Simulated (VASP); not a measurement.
Runs of VASP 6.6.1 on CdSe (Cadmoselite). The structure is hexagonal, space group P6_3mc (No. 186). Conventional cell: a = 4.300 Å, b = 4.300 Å, c = 7.020 Å, α = 90.00°, β = 90.00°, γ = 120.00°. Cd (site symmetry 3m) has 4 Se at 2.61 to 2.70 Å as nearest neighbours. Se (site symmetry 3m) is surrounded by 4 Cd at 2.61 to 2.70 Å. 

| level | potentials or basis | spin | k mesh | cutoff (eV) | grid for exact exchange (PRECFOCK) | screening parameter | mesh quality | gap on the mesh (eV) | pressure (GPa) | largest force (eV/Å) |
| --- | --- | --- | --- | --- | --- | --- | --- | --- | --- | --- |
| LDA | VASP PAW LDA potentials, release 64 (Cd, Se) | off | 6 × 6 × 3 | 520 | - | - | not flagged | 0.46 | -1.4 | 0.27 |
| PBEsol | VASP PAW PBE potentials, release 64 (Cd, Se) | SOC, no magnetisation | 6 × 6 × 3 | 520 | - | - | not flagged | - | 0.5 | 0.27 |
| HSE06 | VASP PAW PBE potentials, release 64 (Cd, Se) | off | 5 × 5 × 3 | 520 | Fast | 0.2 1/A | not flagged | (b) | (c) | 0.29 |
| r2SCAN | VASP PAW PBE potentials, release 64 (Cd, Se) | off | 6 × 6 × 3 | 520 | - | - | not flagged | 1.19 | (a) | 0.29 |
| PBEsol | VASP PAW PBE potentials, release 64 (Cd, Se) | off | 6 × 6 × 3 | 520 | - | - | not flagged | 0.58 | 0.5 | 0.27 |
| LDA | VASP PAW LDA potentials, release 64 (Cd, Se) | off | 4 × 4 × 2 | 300 | - | - | coarse | 0.44 | - | 0.28 |

Alike in all rows: task single point; cell as given; smearing fermi-dirac 0.02 eV.

**Question.** Estimate the missing entries.

**Answer.** (a) 1.9; (b) 1.67; (c) 2.0.

Caveats: some runs use coarse meshes; the PAW data sets were made with another functional, which shifts forces and pressure a little (some runs); the cutoff is under 1.25 times the usual one of these potentials, so pressure, stress and relaxed cells hold a basis-set (Pulay) error (some runs).

A k mesh can miss the band edges, and rows without SOC leave out spin-orbit coupling on Cd, Se.

Runs at the PBE level aren't shown here.
